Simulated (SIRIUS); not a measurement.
**Al: relaxation of cell and atoms with PBE**

Al:

```
Al
1.0
     2.86351    0.00000    0.00000
     1.43175    2.47987    0.00000
     1.43175    0.82662    2.33804
Al
1
Direct
  0.00000 0.00000 0.00000
```

```
Program                                     : SIRIUS 7.12.0
Task                                        : relaxation of cell and atoms
Functional                                  : PBE
Potentials or basis                         : PseudoDojo 0.4.1 PBE standard (scalar relativistic)
Cutoff                                      : 557 eV
Density cutoff                              : 2229 eV
k mesh                                      : 11 × 11 × 11
Occupations                                 : fermi-dirac, width 0.05 eV
Spin                                        : no spin polarisation
Target pressure                             : 5 GPa
Pressure                                    : 5
Libxc names                                 : ["XC_GGA_X_PBE", "XC_GGA_C_PBE"]
Energy tol                                  : 1e-08 Ha
Density tol                                 : 1e-06
Mixer                                       : anderson
Mixing beta                                 : 0.7
Max scf                                     : 100
Radial cutoff for the potentials' integrals : 6.5 bohr
Optimizer                                   : BFGS
Fmax                                        : 0.02 eV/Å
Max steps                                   : 30
Target pressure                             : 5 GPa
```

| Property | Result |
| --- | --- |
| Relaxed volume | 15.57 Å³/atom |
| Relaxed cell | a = 2.803 Å, b = 2.803 Å, c = 2.803 Å, α = 60.00°, β = 60.00°, γ = 60.00° |
| Space group after relaxing (to 0.05 Å) | Fm-3m (No. 225) |
| Energy change on relaxing (the enthalpy is what falls) | +12.9 meV/atom |
| Ionic steps | 4 |
| Pressure after relaxing | 5.0 GPa |
| Band gap on the k mesh | none (metal or under the smearing width) |

The path:
| step | energy change (eV) | largest force (eV/Å) | pressure (GPa) | volume (Å³) |
| --- | --- | --- | --- | --- |
| 1 | 0.0000 | 0.0000 | -0.66 | 16.60 |
| 2 | 0.0009 | 0.0000 | 1.38 | 16.19 |
| 3 | 0.0143 | 0.0000 | 5.28 | 15.53 |
| 4 | 0.0129 | 0.0000 | 4.99 | 15.57 |

Final structure:
```cif
data_structure
_symmetry_space_group_name_H-M 'P 1'
_symmetry_Int_Tables_number 1
_cell_length_a 2.8031
_cell_length_b 2.8031
_cell_length_c 2.8031
_cell_angle_alpha 60.000
_cell_angle_beta 60.000
_cell_angle_gamma 60.000
_cell_volume 15.57
loop_
_atom_site_label
_atom_site_type_symbol
_atom_site_fract_x
_atom_site_fract_y
_atom_site_fract_z
_atom_site_occupancy
Al1 Al 0.00000 0.00000 0.00000 1
```

It took 25 s on 1 thread of Intel(R) Xeon(R) Platinum 8488C (Sapphire Rapids), on a shared host, peak memory 0.16 GiB.
